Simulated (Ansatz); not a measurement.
# GaAs (F-43m) in Ansatz: convergence with scf convergence dr2 threshold

Aim: find how far scf convergence dr2 threshold must go before the results for GaAs settle, at PBE. This setting moves, with any that are tied to it; all else stays.

Everything below comes from runs of Ansatz 0.2.0. Logs are shortened: lines on timing, memory, paths and dates and some standing lists are left out, and cuts for length are marked.

### 1 The structure

The structure is cubic, space group F-43m (No. 216). The conventional cell has a = 5.654 Å, b = 5.654 Å, c = 5.654 Å, α = 90.00°, β = 90.00°, γ = 90.00°. As (site symmetry -43m) has 4 Ga at 2.45 Å as nearest neighbours. Ga (site symmetry -43m) has 4 As at 2.45 Å as nearest neighbours.

### 2 With scf convergence dr2 threshold 0.01

File input.yaml:

```yaml
crystal:
  lattice:
    - [0.0, 2.82685, 2.82685]
    - [2.82685, 0.0, 2.82685]
    - [2.82685, 2.82685, 0.0]
  atoms:
    - { symbol: As, position: [0.75, 0.75, 0.75] }
    - { symbol: Ga, position: [0.0, 0.0, 0.0] }
hamiltonian:
  xc: pbe
  pseudopotentials: { kind: paw }
kpoints:
  mp_grid: { grid: [7, 7, 7] }
scf:
  occupations: { method: methfessel_paxton, width: 0.1 }
  convergence: { dr2_threshold: 0.01 }
output:
  forces: true
  stress: true
  eigenvalues: true
```

Potentials or basis: Ansatz PAW.

The run is started by

```
$ ansatz run input.yaml --threads 2 --pin off --max-ram 5632MiB --backend cpu --events-out ev --progress --plain --runs-dir out
```

It took 1.8 s on 2 threads of Intel Xeon at 2.50GHz (Skylake/Cascade Lake), shared host; peak memory 0.33 GiB.

Results:

```
Free energy            : -8639.8280 eV
Pressure               : 3.2 GPa
Band gap on the k mesh : 0.52 eV, direct
```

### 3 With scf convergence dr2 threshold 0.001

Edit input.yaml of step 2 so:

```diff
@@ -15,3 +15,3 @@
   occupations: { method: methfessel_paxton, width: 0.1 }
-  convergence: { dr2_threshold: 0.01 }
+  convergence: { dr2_threshold: 0.001 }
 output:
```

Potentials or basis: Ansatz PAW.

The run is started by

```
$ ansatz run input.yaml --threads 2 --pin off --max-ram 5632MiB --backend cpu --events-out ev --progress --plain --runs-dir out
```

Run time: 2 s. Hardware: 2 threads of Intel Xeon at 2.50GHz (Skylake/Cascade Lake), shared host; peak memory 0.34 GiB.

What came out:

- Free energy: -8639.8280 eV
- Pressure: 3.2 GPa
- Band gap on the k mesh: 0.52 eV, direct

### 4 With scf convergence dr2 threshold 0.0001

Edit input.yaml of step 3 so:

```diff
@@ -15,3 +15,3 @@
   occupations: { method: methfessel_paxton, width: 0.1 }
-  convergence: { dr2_threshold: 0.001 }
+  convergence: { dr2_threshold: 0.0001 }
 output:
```

The run is started by

```
$ ansatz run input.yaml --threads 2 --pin off --max-ram 5632MiB --backend cpu --events-out ev --progress --plain --runs-dir out
```

It took 1.9 s on 2 threads of Intel Xeon at 2.50GHz (Skylake/Cascade Lake), shared host; peak memory 0.33 GiB.

Results:

| Quantity | Value |
| --- | --- |
| Free energy | -8639.8282 eV |
| Pressure | 3.3 GPa |
| Band gap on the k mesh | 0.52 eV, direct |

### 5 With scf convergence dr2 threshold 1e-05

Edit input.yaml of step 4 so:

```diff
@@ -15,3 +15,3 @@
   occupations: { method: methfessel_paxton, width: 0.1 }
-  convergence: { dr2_threshold: 0.0001 }
+  convergence: { dr2_threshold: 1.0e-05 }
 output:
```

The run is started by

```
$ ansatz run input.yaml --threads 2 --pin off --max-ram 5632MiB --backend cpu --events-out ev --progress --plain --runs-dir out
```

It took 1.9 s on 2 threads of Intel Xeon at 2.50GHz (Skylake/Cascade Lake), shared host; peak memory 0.34 GiB.

What came out:

* Free energy: -8639.8282 eV
* Pressure: 3.3 GPa
* Band gap on the k mesh: 0.51 eV, direct

### 6 With scf convergence dr2 threshold 1e-06

Edit input.yaml of step 5 so:

```diff
@@ -15,3 +15,3 @@
   occupations: { method: methfessel_paxton, width: 0.1 }
-  convergence: { dr2_threshold: 1.0e-05 }
+  convergence: { dr2_threshold: 1.0e-06 }
 output:
```

Potentials or basis: Ansatz PAW.

The run is started by

```
$ ansatz run input.yaml --threads 2 --pin off --max-ram 5632MiB --backend cpu --events-out ev --progress --plain --runs-dir out
```

It took 2 s on 2 threads of Intel Xeon at 2.50GHz (Skylake/Cascade Lake), shared host; peak memory 0.34 GiB.

Results (log left out):

* Free energy: -8639.8282 eV
* Pressure: 3.3 GPa
* Band gap on the k mesh: 0.51 eV, direct

### 7 With scf convergence dr2 threshold 1e-07

Edit input.yaml of step 6 so:

```diff
@@ -15,3 +15,3 @@
   occupations: { method: methfessel_paxton, width: 0.1 }
-  convergence: { dr2_threshold: 1.0e-06 }
+  convergence: { dr2_threshold: 1.0e-07 }
 output:
```

The run is started by

```
$ ansatz run input.yaml --threads 2 --pin off --max-ram 5632MiB --backend cpu --events-out ev --progress --plain --runs-dir out
```

Wall time 2 s (2 threads of Intel Xeon at 2.50GHz (Skylake/Cascade Lake), shared host); peak memory 0.33 GiB.

It converged, with:

```
Free energy            : -8639.8282 eV
Pressure               : 3.3 GPa
Band gap on the k mesh : 0.51 eV, direct
```

### 8 With scf convergence dr2 threshold 1e-09

Edit input.yaml of step 7 so:

```diff
@@ -15,3 +15,3 @@
   occupations: { method: methfessel_paxton, width: 0.1 }
-  convergence: { dr2_threshold: 1.0e-07 }
+  convergence: { dr2_threshold: 1.0e-09 }
 output:
```

The run is started by

```
$ ansatz run input.yaml --threads 2 --pin off --max-ram 5632MiB --backend cpu --events-out ev --progress --plain --runs-dir out
```

Run time: 2.1 s. Hardware: 2 threads of Intel Xeon at 2.50GHz (Skylake/Cascade Lake), shared host; peak memory 0.33 GiB.

It converged, with:

| Property | Result |
| --- | --- |
| Free energy | -8639.8282 eV |
| Pressure | 3.3 GPa |
| Band gap on the k mesh | 0.51 eV, direct |

### 9 With scf convergence dr2 threshold 1e-11

Edit input.yaml of step 8 so:

```diff
@@ -15,3 +15,3 @@
   occupations: { method: methfessel_paxton, width: 0.1 }
-  convergence: { dr2_threshold: 1.0e-09 }
+  convergence: { dr2_threshold: 1.0e-11 }
 output:
```

Potentials or basis: Ansatz PAW.

The run is started by

```
$ ansatz run input.yaml --threads 2 --pin off --max-ram 5632MiB --backend cpu --events-out ev --progress --plain --runs-dir out
```

The program printed:

```text
Warning: RAYON_NUM_THREADS=2 ignored (pool sized by the plan → 2); use --threads N
Engine: ansatz 0.2.0, x86_64-unknown-linux-gnu
Pseudopotentials: kind: paw
Pseudopotential: As, paw, valence charge 15, recommended cutoff 420 eV (normal), As.paw.azcp
Pseudopotential: Ga, paw, valence charge 13, recommended cutoff 420 eV (normal), Ga.paw.azcp
Functional definition: PBE
  parameter kappa = 0.804
  parameter beta = 0.06672455060314922
  exchange = pbe_x(kappa = kappa, mu = beta*pi^2/3)
  correlation = pbe_c(beta = beta)
Crystal: 2 atoms, lattice volume = 45.179 Å³
Basis set: ecut = 420 eV, 893 PW (Γ), exchange–correlation on 54×54×54 points (8 copies of the dense FFT grid, shifted against one another)
Bands: 18, of which v1, the nominal top of the filled ones, is band 14 counted from 1 (13 counted from 0)
Symmetry: 24 space group operations
Space group: F-43m (ITA 216), of the structure as read, at distance tolerance 3.6e-5 Å
k-points: 20 of 343 (time reversal used)
Non-local potential: As, projectors of the file, l = 0: 2, l = 1: 2, l = 2: 3, l = 3: 1
Non-local potential: Ga, projectors of the file, l = 0: 2, l = 1: 2, l = 2: 3, l = 3: 1
PAW form: soft (Blöchl's): semilocal exchange-correlation on the pseudo side does not see the compensation charge
PAW one-centre angular grid: As, 590 points (default); XC on 64 Gauss nodes
PAW one-centre angular grid: Ga, 590 points (default); XC on 64 Gauss nodes
Initial density: superposition of atomic densities (neutral atoms: chi_scale 0, normalization atom), corrected by the library's trained network
Initial wavefunctions: pseudopotential atomic-orbital guess
Functional: x = pbe(κ = 0.804, μ = 0.2195149727645171), c = pbe(β = 0.06672455060314922)
SCF iter   1: F=—  HF=-8639.829295 eV  |F-HF|=—  |Δ(HF+E_count)|=         —  Δρ=1.65e-3  dr2=2.05e-3  ethr=1.77e-3  ⟨swp⟩=5.2  Hψ=1704  notcnv=0
preconditioner: auto → none  [insulator: Δε(μ)=0.507 eV  Ē_g=15.484 eV  σ=0.100 eV  W_gap=1.00  n_scr=14 (ndim 8)  ℏωp=23.4 eV  f_vac=0.086  D(μ)=-0.00/eV (n_scr^D=0)  ε∞_Penn≈3.3]
SCF iter   2: F=—  HF=-8639.828299 eV  |F-HF|=—  |Δ(HF+E_count)|=   9.97e-4  S|Δr|=    0.00e0  Δρ=8.22e-4  dr2=2.92e-4  ethr=7.32e-6  ⟨swp⟩=2.0  Hψ=700  notcnv=0
SCF iter   3: F=—  HF=-8639.828211 eV  |F-HF|=—  |Δ(HF+E_count)|=   8.75e-5  S|Δr|=    0.00e0  Δρ=2.51e-4  dr2=3.56e-5  ethr=1.04e-6  ⟨swp⟩=2.0  Hψ=540  notcnv=0
SCF iter   4: F=—  HF=-8639.828229 eV  |F-HF|=—  |Δ(HF+E_count)|=   1.83e-5  S|Δr|=    0.00e0  Δρ=1.18e-4  dr2=8.16e-6  ethr=1.27e-7  ⟨swp⟩=3.0  Hψ=555  notcnv=0
SCF iter   5: F=—  HF=-8639.828242 eV  |F-HF|=—  |Δ(HF+E_count)|=   1.24e-5  S|Δr|=    0.00e0  Δρ=2.96e-5  dr2=4.25e-7  ethr=2.91e-8  ⟨swp⟩=2.0  Hψ=440  notcnv=0
SCF iter   6: F=—  HF=-8639.828241 eV  |F-HF|=—  |Δ(HF+E_count)|=   9.18e-7  S|Δr|=    0.00e0  Δρ=3.12e-6  dr2=6.30e-9  ethr=1.52e-9  ⟨swp⟩=2.0  Hψ=540  notcnv=0
SCF iter   7: F=—  HF=-8639.828241 eV  |F-HF|=—  |Δ(HF+E_count)|=   1.08e-8  S|Δr|=    0.00e0  Δρ=9.99e-7  dr2=3.28e-10  ethr=2.25e-11  ⟨swp⟩=2.0  Hψ=641  notcnv=0
SCF iter   8: F=-8639.828241 eV  HF=-8639.828241 eV  |F-HF|=2.36e-11  |Δ(HF+E_count)|=  1.62e-10  S|Δr|=    0.00e0  Δρ=2.07e-7  dr2=8.84e-12  ethr=1.00e-12  ⟨swp⟩=4.0  Hψ=1908  notcnv=0
SCF 1 converged in 8 iterations: F = -8639.828241 eV  dr2 = 8.84e-12
SCF converged after 8 iterations
Stability not checked: this state was not tested for a lower state beside it, because cold or Methfessel-Paxton smearing, or corrected tetrahedra, fill the levels in a way that the test cannot read (fill_not_monotonic; see scf.lower_state_search)
Free energy (F): -8639.828241 eV
Harris-Foulkes:  -8639.828241 eV  (|F-HF|=2.36e-11)
Internal energy: -8639.828245 eV  (E = F + TS)
E sigma→0 (E₀):  -8639.828242 eV
Entropy (-TS):   0.000005 eV (0.002 meV/atom)
Fermi energy:    8.455630 eV
Step filling:    the computed levels leave a gap of 0.5148 eV = 5.1 smearing widths at the electron count; against every level under it full and every level over it empty, smearing changes F+E_penalty+E_count by +3.26e-4 meV and its σ→0 estimate by -8.12e-4 meV
--- Per-component energies (eV) ---
  E_band       = -311.888249
  E_kinetic    = 219.505559
  E_local      = -3915.595131  (includes V_loc(G=0)·N_el)
  E_nonlocal   = -245.752283
  E_hartree    = 1973.547977
  E_xc         = -148.491869
  E_vxc        = -137.527435  (∫ρ·V_xc dr)
  E_paw        = -3824.314574  (= ΣΔE_a)
  E_vpaw       = -179.614732  (= ΣTr[D̂ρ^β])
  E_aug_tail   = -0.000138  (compensation charges beyond the density's cutoff)
  E_ewald      = -2698.727786
  E_smearing   = 0.000005  (= −TS)
  E_closure    = 0.000000  (closes the sum)
  Σ components = -8639.828241   (vs F -8639.828241, Δ=0.00e0)
--- Forces (eV/Å), atoms counted from 1 ---
  atom   1  As     0.00000000    -0.00000000     0.00000000
  atom   2  Ga    -0.00000000     0.00000000    -0.00000000
  max |Σ_I F_I| component: 2.04e-16 eV/Å
--- Stress (GPa, compression-positive) ---
        3.260064      -0.000000      -0.000000
        0.000000       3.260064       0.000000
       -0.000000       0.000000       3.260064
  P = ⅓ Tr σ = 3.2601 GPa (32.601 kbar)
--- Band table (eV; the first three rows and the last of 20) ---
  k-point 0: bands = ["-26.9456", "-26.9456", "-26.9456", "-26.9359", "-26.9359", "-6.5999", "-6.5999", "-6.5999", "-6.5211", "-6.5211", "-4.5414", "8.1864", "8.1864", "8.1864", "8.7012", "11.9238", "11.9238", "11.9238"]
  k-point 1: bands = ["-26.9456", "-26.9455", "-26.9455", "-26.9359", "-26.9359", "-6.6175", "-6.5954", "-6.5954", "-6.5213", "-6.5213", "-4.3039", "5.9024", "7.8905", "7.8905", "9.8150", "12.3563", "12.3563", "12.5737"]
  k-point 2: bands = ["-26.9455", "-26.9451", "-26.9451", "-26.9358", "-26.9358", "-6.6525", "-6.5864", "-6.5864", "-6.5204", "-6.5204", "-3.6593", "3.4901", "7.3937", "7.3937", "9.5334", "12.8585", "12.8585", "14.7254"]
  k-point 19: bands = ["-26.9455", "-26.9448", "-26.9439", "-26.9360", "-26.9353", "-6.6989", "-6.5685", "-6.5571", "-6.5316", "-6.5172", "-2.0632", "1.6116", "4.3822", "5.4189", "11.4985", "13.4049", "14.2025", "14.8818"]
```

It took 2.2 s on 2 threads of Intel Xeon at 2.50GHz (Skylake/Cascade Lake), shared host; peak memory 0.33 GiB.

Results:

| Quantity | Value |
| --- | --- |
| Free energy | -8639.8282 eV |
| Pressure | 3.3 GPa |
| Band gap on the k mesh | 0.51 eV, direct |

### 10 The series at a glance

| scf convergence dr2 threshold | energy less the tightest run, at zero smearing (meV/atom) | gap on the mesh (eV) | SCF cycles | CPU time (s) | peak memory (GiB) |
| --- | --- | --- | --- | --- | --- |
| 0.01 | 0.12 | 0.519 | 2 | 2.9 | 0.33 |
| 0.001 | 0.12 | 0.519 | 2 | 3 | 0.34 |
| 0.0001 | 0.01 | 0.515 | 3 | 3.1 | 0.33 |
| 1e-05 | 0.00 | 0.515 | 4 | 3.1 | 0.34 |
| 1e-06 | 0.00 | 0.515 | 5 | 3.3 | 0.34 |
| 1e-07 | 0.00 | 0.515 | 6 | 3.3 | 0.33 |
| 1e-09 | 0.00 | 0.515 | 7 | 3.5 | 0.33 |
| 1e-11 | 0.00 | 0.515 | 8 | 3.7 | 0.33 |

Against the tightest run, the energy stays within 1 meV/atom from 0.01 on; the gap on the mesh stays within 0.01 eV from 0.01 on. The tightest run that finished is the yardstick and may itself not be fully converged.

Caveats: odd divisions of the mesh miss points on the zone boundary, where band edges often lie, so the gap on the mesh can be too wide.
